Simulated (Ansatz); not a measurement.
**SiGe under strain**

These are results of DFT PBEsol, scalar-relativistic, plane waves, PAW (Ansatz), not measurements. Run with 420 eV cutoff, 12×12×6 k-mesh, Gaussian smearing of 0.02 eV, no spin polarisation.

The relaxed crystal:

```xyz
4
Lattice="3.9006 0.0000 0.0000 -1.9503 3.3780 0.0000 0.0000 0.0000 6.4434" Properties=species:S:1:pos:R:3 pbc="T T T"
Si    1.9503    1.1260    5.6350
Si    0.0000    2.2520    2.4133
Ge    1.9503    1.1260    3.2246
Ge    0.0000    2.2520    0.0029
```

Deformation: biaxial strain in the a-b plane, with the length and tilt of c and the atoms relaxed, all within the symmetry that the strain leaves. Energies are extrapolated to zero smearing. Gaps are Kohn–Sham gaps over the whole zone.

```csv
strain (%),ΔE (meV/atom),a (Å),b (Å),c (Å),gap (eV)
-3.0,25.6,3.784,3.784,6.510,0.13
-2.0,11.2,3.823,3.823,6.487,0.23
-1.0,2.7,3.862,3.862,6.465,0.31
+0.0,0.0,3.901,3.901,6.443,0.35
+1.0,2.6,3.940,3.940,6.425,0.23
+2.0,10.3,3.979,3.979,6.408,0.06
+3.0,22.6,4.018,4.018,6.390,metal
```

Question: What stiffness (1/V) d²E/dε² at zero strain does a cubic fit over all points give?

Answer: A cubic fit gives (1/V) d²E/dε² = 405 GPa at zero strain (twice the biaxial modulus).

Question: How does the free axis c answer a small strain?

Answer: Between the innermost points its strain is -0.31 times the applied one.